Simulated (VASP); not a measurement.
# LiH (Fm-3m) in VASP: further runs

The runs below take LiH through band structure, evGW0 quasiparticle levels, with HSE06, HSE03, PBE0, PBE.

Everything below comes from runs of VASP 6.6.1. Logs are shortened: lines on timing, memory, paths and dates and some standing lists are left out, and cuts for length are marked.

## (1) The crystal as given

Symmetry: Fm-3m, No. 225, cubic system. Conventional cell: a = 4.074 Å, b = 4.074 Å, c = 4.074 Å, α = 90.00°, β = 90.00°, γ = 90.00°. Li (site symmetry m-3m) has 6 H at 2.04 Å as nearest neighbours. H (site symmetry m-3m) is surrounded by 6 Li at 2.04 Å.

## (2) Band structure, HSE06

The input, POSCAR:

```
LiH
1.0
    0.0000000000      2.0367500000      2.0367500000
    2.0367500000      0.0000000000      2.0367500000
    2.0367500000      2.0367500000      0.0000000000
Li H
1 1
Direct
    0.0000000000      0.0000000000      0.0000000000
    0.5000000000      0.5000000000      0.5000000000
```

The input, INCAR.step1:

```
SYSTEM = LiH
PREC = Accurate
ENCUT = 520
EDIFF = 1E-5
ISMEAR = 0
SIGMA = 0.02
LREAL = .FALSE.
LASPH = .TRUE.
NELM = 100
ALGO = Normal
ISIF = 2
LWAVE = .TRUE.
LCHARG = .FALSE.
NBANDS = 9
GGA = PE
KPAR = 4
```

The input, INCAR.step2:

```
SYSTEM = LiH
PREC = Accurate
ENCUT = 520
EDIFF = 1E-7
ISMEAR = 0
SIGMA = 0.02
LREAL = .FALSE.
LASPH = .TRUE.
NELM = 100
ALGO = Normal
ISIF = 2
LWAVE = .FALSE.
LCHARG = .FALSE.
GGA = PE
LHFCALC = .TRUE.
HFSCREEN = 0.2
PRECFOCK = Fast
NBANDS = 9
ISTART = 1
KPAR = 4
```

The input, KPOINTS:

```
Automatic mesh
0
G
  8 8 8
  0 0 0
```

The input, KPOINTS_OPT:

```
path GXWKGLUWLK,UX
8
line-mode
reciprocal
 0.0000000000  0.0000000000  0.0000000000  G
 0.5000000000  0.0000000000  0.5000000000  X

 0.5000000000  0.0000000000  0.5000000000  X
 0.5000000000  0.2500000000  0.7500000000  W

 0.5000000000  0.2500000000  0.7500000000  W
 0.3750000000  0.3750000000  0.7500000000  K

 0.3750000000  0.3750000000  0.7500000000  K
 0.0000000000  0.0000000000  0.0000000000  G

 0.0000000000  0.0000000000  0.0000000000  G
 0.5000000000  0.5000000000  0.5000000000  L

 0.5000000000  0.5000000000  0.5000000000  L
 0.6250000000  0.2500000000  0.6250000000  U

 0.6250000000  0.2500000000  0.6250000000  U
 0.5000000000  0.2500000000  0.7500000000  W

 0.5000000000  0.2500000000  0.7500000000  W
 0.5000000000  0.5000000000  0.5000000000  L

 0.5000000000  0.5000000000  0.5000000000  L
 0.3750000000  0.3750000000  0.7500000000  K

 0.6250000000  0.2500000000  0.6250000000  U
 0.5000000000  0.0000000000  0.5000000000  X
```

Potentials or basis: VASP PAW PBE potentials, release 64 (Li_sv, H).

Run with:

```console
cat potpaw_PBE.64/Li_sv/POTCAR potpaw_PBE.64/H/POTCAR > POTCAR
cp INCAR.step1 INCAR
mpirun -np 4 vasp_std > vasp.out
cp INCAR.step2 INCAR
mpirun -np 4 vasp_std > vasp.out
```

OUTCAR:

```text
SYSTEM = LiH
   PREC = Accurate
   ENCUT = 520
   EDIFF = 1E-7
   ISMEAR = 0
   LREAL = .FALSE.
   LASPH = .TRUE.
   NELM = 100
   ISIF = 2
   GGA = PE
   LHFCALC = .TRUE.
   HFSCREEN = 0.2
   PRECFOCK = Fast
   ISTART = 1

 ion  position               nearest neighbor table
   1  0.000  0.000  0.000-
   2  0.500  0.500  0.500-

  LATTYP: Found a face centered cubic cell.
 ALAT       =     4.0735000000

  Lattice vectors:

 A1 = (   0.0000000000,   2.0367500000,   2.0367500000)
 A2 = (   2.0367500000,   0.0000000000,   2.0367500000)
 A3 = (   2.0367500000,   2.0367500000,   0.0000000000)

Analysis of symmetry for initial positions (statically):
=====================================================================
 Subroutine PRICEL returns:
 Original cell was already a primitive cell.

 Routine SETGRP: Setting up the symmetry group for a
 face centered cubic supercell.

 Subroutine GETGRP returns: Found 48 space group operations
 (whereof 48 operations were pure point group operations)
 out of a pool of 48 trial point group operations.

The static configuration has the point symmetry O_h .

Analysis of symmetry for dynamics (positions and initial velocities):
=====================================================================
 Subroutine PRICEL returns:
 Original cell was already a primitive cell.

 Routine SETGRP: Setting up the symmetry group for a
 face centered cubic supercell.

 Subroutine GETGRP returns: Found 48 space group operations
 (whereof 48 operations were pure point group operations)
 out of a pool of 48 trial point group operations.

The dynamic configuration has the point symmetry O_h .

 Subroutine INISYM returns: Found 48 space group operations
 (whereof 48 operations are pure point group operations),
 and found     1 'primitive' translations

----------------------------------------------------------------------------------------

                                     Primitive cell

  volume of cell :      16.8983

  direct lattice vectors                    reciprocal lattice vectors
     0.000000000  2.036750000  2.036750000    -0.245489137  0.245489137  0.245489137
     2.036750000  0.000000000  2.036750000     0.245489137 -0.245489137  0.245489137
     2.036750000  2.036750000  0.000000000     0.245489137  0.245489137 -0.245489137

  length of vectors
     2.880399473  2.880399473  2.880399473     0.425199658  0.425199658  0.425199658

  position of ions in fractional coordinates (direct lattice)
[... 95 lines left out ...]
   EFERMI_NEDOS =   21; number of points for ismear=-14 and -15
   IALGO  =     38    algorithm
   IMIX   =      1    mixing-type and parameters
     AMIX     =   0.40;   BMIX     =  1.00
     AMIX_MAG =   1.60;   BMIX_MAG =  1.00
  volume/ion in A,a.u.               =       8.45        57.02
  Fermi-wavevector in a.u.,A,eV,Ry     =   1.012699  1.913724 13.953585  1.025560
  Thomas-Fermi vector in A             =   2.145824
   LORBIT       =      0    0 simple, 1 ext, 2 COOP (PROOUT), +10 PAW based schemes
   GGA     = PE    functional components
   LHFCALC =     T    Hartree Fock is set to
   PRECFOCK=fast      Normal, Fast or Accurate (Low or Medium for compatibility)
   ENCUT4O =  -1.0   cutoff for four orbital integrals eV
   NKREDX  =     1    reduce k-point grid by
   NKREDY  =     1    reduce k-point grid by
   NKREDZ  =     1    reduce k-point grid by
   AEXX    =    0.2500 exact exchange contribution
   HFSCREEN=    0.2000 screening length (either q_TF or 0.3 A-1)
   HFSCREENC=   0.2000 screening length for correlation (either q_TF or 0.3 A-1)
   ENCUTFOCK=  -1.0 apply spherical cutoff to Coloumb kernel
   IVDW    =     0    specifies the selected vdW correction
   LEPSILON=     F    determine dielectric tensor
   LRPA    =     F    only Hartree local field effects (RPA)
 non-spin polarized calculation
 Gauss-broadening in eV      SIGMA  =   0.02
  energy-cutoff  :      520.00
  volume of cell :       16.90
 maximum number of plane-waves:       469
 NGX is ok and might be reduce to    24
  NGX = 14; NGY = 14; NGZ = 14

 number of electron       3.9999999 magnetization

 Free energy of the ion-electron system (eV)
  ---------------------------------------------------
  ext. energy  EPLUGINS =         0.00000000
  ---------------------------------------------------
  free energy    TOTEN  =        -6.79102306 eV

  energy without entropy =       -6.79102306  energy(sigma->0) =       -6.79102306

 E-fermi :  -0.5879     XC(G=0):  -6.9908

 val. band max:       -0.8256794787   @ k =   0.5000   0.5000   0.0000
 cond. band min:       3.1886389142   @ k =   0.5000   0.5000   0.0000
 fundamental gap:      4.0143183929
 Fermi energy:        -0.5878958318

 k-point     1 :       0.0000    0.0000    0.0000
  band No.  band energies     occupation
      1     -48.1693      2.00000
      2      -6.7026      2.00000
      3      16.4929      0.00000
      4      18.1603      0.00000
      5      18.1603      0.00000
      6      18.1603      0.00000
      7      22.6704      0.00000
      8      22.6704      0.00000
      9      22.6704      0.00000
[... 265 lines left out ...]
 k-point    24 :      -0.3750    0.2500    0.1250
  band No.  band energies     occupation
      1     -48.1204      2.00000
      2      -2.5743      2.00000
      3       5.2593      0.00000
      4       9.1309      0.00000
      5      13.5357      0.00000
      6      16.7195      0.00000
      7      23.1922      0.00000
      8      26.2140      0.00000
      9      27.3279      0.00000

 [... further k-points ...]

------------------------ aborting loop because EDIFF is reached ----------------------------------------

  FORCE on cell =-STRESS in cart. coord.  units (eV):
  Direction    XX          YY          ZZ          XY          YZ          ZX
  --------------------------------------------------------------------------------------
  -------------------------------------------------------------------------------------
  Total       -0.2420996     -0.2420996     -0.2420996      0.0000000      0.0000000      0.0000000
  in kB      -22.9541609    -22.9541609    -22.9541609      0.0000000      0.0000000      0.0000000
  external PRESSURE =     -22.9541609 kB  Pullay stress =       0.0000000 kB

 VOLUME and BASIS-vectors are now :
 -----------------------------------------------------------------------------
  energy-cutoff  :      520.00
  volume of cell :       16.90
      direct lattice vectors                 reciprocal lattice vectors
     0.000000000  2.036750000  2.036750000    -0.245489137  0.245489137  0.245489137
     2.036750000  0.000000000  2.036750000     0.245489137 -0.245489137  0.245489137
     2.036750000  2.036750000  0.000000000     0.245489137  0.245489137 -0.245489137

 POSITION                                       TOTAL-FORCE (eV/Angst)
 -----------------------------------------------------------------------------------
      0.00000      0.00000      0.00000         0.000000      0.000000      0.000000
      2.03675      2.03675      2.03675        -0.000000     -0.000000     -0.000000
 -----------------------------------------------------------------------------------
    total drift:                               -0.000000     -0.000000     -0.000000

  FREE ENERGIE OF THE ION-ELECTRON SYSTEM (eV)
  ---------------------------------------------------
  free  energy   TOTEN  =        -6.7910230570 eV

  energy  without entropy=       -6.7910230570  energy(sigma->0) =       -6.79102306
```

It took 3.6 min on 4 MPI ranks of Intel Xeon Platinum 8259CL at 2.50GHz (Skylake/Cascade Lake), shared host; peak memory 0.27 GiB.

What came out:

* Free energy: -6.7910 eV
* Band gap on the k mesh: 4.01 eV, direct
* Band gap along the path: 4.01 eV, direct

Levels at the corners of the path, in eV from the valence-band top:
| point | band 1 | band 2 | band 3 | band 4 | band 5 | band 6 |
| --- | --- | --- | --- | --- | --- | --- |
| Γ | -47.34 | -5.88 | 17.32 | 18.99 | 18.99 | 18.99 |
| X | -47.29 | 0.00 | 4.01 | 11.95 | 11.95 | 14.99 |
| X | -47.29 | 0.00 | 4.01 | 11.95 | 11.95 | 14.99 |
| W | -47.29 | -0.22 | 6.35 | 6.35 | 12.78 | 18.77 |
| W | -47.29 | -0.22 | 6.35 | 6.35 | 12.78 | 18.77 |
| K | -47.29 | -0.50 | 5.19 | 8.61 | 13.08 | 17.23 |
| K | -47.29 | -0.50 | 5.19 | 8.61 | 13.08 | 17.23 |
| Γ | -47.34 | -5.88 | 17.32 | 18.99 | 18.99 | 18.99 |
| Γ | -47.34 | -5.88 | 17.32 | 18.99 | 18.99 | 18.99 |
| L | -47.30 | -2.73 | 5.85 | 14.85 | 17.59 | 17.59 |
| L | -47.30 | -2.73 | 5.85 | 14.85 | 17.59 | 17.59 |
| U | -47.29 | -0.50 | 5.19 | 8.61 | 13.08 | 17.23 |
| U | -47.29 | -0.50 | 5.19 | 8.61 | 13.08 | 17.23 |
| W | -47.29 | -0.22 | 6.35 | 6.35 | 12.78 | 18.77 |
| W | -47.29 | -0.22 | 6.35 | 6.35 | 12.78 | 18.77 |
| L | -47.30 | -2.73 | 5.85 | 14.85 | 17.59 | 17.59 |
| L | -47.30 | -2.73 | 5.85 | 14.85 | 17.59 | 17.59 |
| K | -47.29 | -0.50 | 5.19 | 8.61 | 13.08 | 17.23 |
| U | -47.29 | -0.50 | 5.19 | 8.61 | 13.08 | 17.23 |
| X | -47.29 | 0.00 | 4.01 | 11.95 | 11.95 | 14.99 |

Caveat: the cutoff is under 1.25 times the usual one of these potentials, so pressure, stress and relaxed cells hold a basis-set (Pulay) error; the PAW data sets were made with another functional, which shifts forces and pressure a little.

## (3) Band structure, HSE03

POSCAR is that of step 2.

INCAR.step1 is that of step 2.

Edit INCAR.step2 of step 2 so:

```diff
@@ -15,3 +15,3 @@
 LHFCALC = .TRUE.
-HFSCREEN = 0.2
+HFSCREEN = 0.3
 PRECFOCK = Fast
```

KPOINTS is that of step 2.

KPOINTS_OPT is that of step 2.

Potentials or basis: VASP PAW PBE potentials, release 64 (Li_sv, H).

Run with:

```console
cat potpaw_PBE.64/Li_sv/POTCAR potpaw_PBE.64/H/POTCAR > POTCAR
cp INCAR.step1 INCAR
mpirun -np 4 vasp_std > vasp.out
cp INCAR.step2 INCAR
mpirun -np 4 vasp_std > vasp.out
```

Wall time 3.6 min (4 MPI ranks of Intel Xeon Platinum 8259CL at 2.50GHz (Skylake/Cascade Lake), shared host); peak memory 0.27 GiB.

It converged, with:

- Free energy: -6.6612 eV
- Band gap on the k mesh: 3.80 eV, direct
- Band gap along the path: 3.80 eV, direct

Levels at the corners of the path, in eV from the valence-band top:
| point | band 1 | band 2 | band 3 | band 4 | band 5 | band 6 |
| --- | --- | --- | --- | --- | --- | --- |
| Γ | -47.27 | -5.78 | 17.02 | 18.70 | 18.70 | 18.70 |
| X | -47.22 | 0.00 | 3.80 | 11.68 | 11.68 | 14.74 |
| X | -47.22 | 0.00 | 3.80 | 11.68 | 11.68 | 14.74 |
| W | -47.22 | -0.21 | 6.11 | 6.11 | 12.52 | 18.48 |
| W | -47.22 | -0.21 | 6.11 | 6.11 | 12.52 | 18.48 |
| K | -47.22 | -0.49 | 4.97 | 8.36 | 12.81 | 16.96 |
| K | -47.22 | -0.49 | 4.97 | 8.36 | 12.81 | 16.96 |
| Γ | -47.27 | -5.78 | 17.02 | 18.70 | 18.70 | 18.70 |
| Γ | -47.27 | -5.78 | 17.02 | 18.70 | 18.70 | 18.70 |
| L | -47.23 | -2.67 | 5.62 | 14.56 | 17.31 | 17.31 |
| L | -47.23 | -2.67 | 5.62 | 14.56 | 17.31 | 17.31 |
| U | -47.22 | -0.49 | 4.97 | 8.36 | 12.81 | 16.96 |
| U | -47.22 | -0.49 | 4.97 | 8.36 | 12.81 | 16.96 |
| W | -47.22 | -0.21 | 6.11 | 6.11 | 12.52 | 18.48 |
| W | -47.22 | -0.21 | 6.11 | 6.11 | 12.52 | 18.48 |
| L | -47.23 | -2.67 | 5.62 | 14.56 | 17.31 | 17.31 |
| L | -47.23 | -2.67 | 5.62 | 14.56 | 17.31 | 17.31 |
| K | -47.22 | -0.49 | 4.97 | 8.36 | 12.81 | 16.96 |
| U | -47.22 | -0.49 | 4.97 | 8.36 | 12.81 | 16.96 |
| X | -47.22 | 0.00 | 3.80 | 11.68 | 11.68 | 14.74 |

Caveat: the cutoff is under 1.25 times the usual one of these potentials, so pressure, stress and relaxed cells hold a basis-set (Pulay) error; the PAW data sets were made with another functional, which shifts forces and pressure a little.

(Continued in part 2 of 2.)
